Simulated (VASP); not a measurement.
## TiO2: single point with PBE

Crystal: TiO2.

```
Ti O
1.0
     0.00000    2.33499    2.33499
     2.33499    0.00000    2.33499
     2.33499    2.33499    0.00000
Ti O
1 2
Direct
  0.00000 0.00000 0.00000
  0.25000 0.25000 0.25000
  0.75000 0.75000 0.75000
```

The cell was built by a generator and needn't be a form met in nature.

The cell isn't the ideal one: hydrostatic strain -2.6%.

```json
{
  "Program": "VASP 6.6.1",
  "Task": "single point",
  "Functional": "PBE",
  "Potentials or basis": "VASP PAW PBE potentials, release 64 (Ti_sv, O)",
  "Cutoff": "520 eV",
  "k mesh": "10 × 10 × 10",
  "Occupations": "fermi-dirac, width 0.02 eV",
  "Spin": "no spin polarisation",
  "Dipole correction": "no",
  "Further INCAR settings": "ALGO = Normal; EDIFF = 1e-07; NBANDS = 19"
}
```

```json
{
 "Pressure": "32.2 GPa",
 "Band gap on the k mesh": "1.19 eV, indirect (least direct gap 2.01 eV)"
}
```

Levels at points of the mesh, in eV from the valence-band top:
| k point | band 8 | band 9 | band 10 | band 11 | band 12 | band 13 | band 14 | band 15 | band 16 | band 17 |
| --- | --- | --- | --- | --- | --- | --- | --- | --- | --- | --- |
| (0.00, 0.00, 0.00) | -6.60 | -6.60 | -0.94 | -0.94 | -0.94 | 1.19 | 1.19 | 5.98 | 5.98 | 5.98 |
| (0.50, 0.00, 0.00) | -5.43 | -3.64 | -3.45 | -2.73 | -2.73 | 1.60 | 1.60 | 3.29 | 5.52 | 5.52 |
| (0.50, 0.50, 0.00) | -4.97 | -4.97 | -2.29 | -2.29 | 0.00 | 2.01 | 2.02 | 3.35 | 4.60 | 4.60 |

Wall time 17 s on 1 thread of Intel(R) Xeon(R) 6975P-C (Granite Rapids) (shared host), peak memory 0.16 GiB.

Caveat: so large a pressure means that the cell lies far from this level's equilibrium, or that cutoff or potentials fall short. A k mesh can miss the band edges.
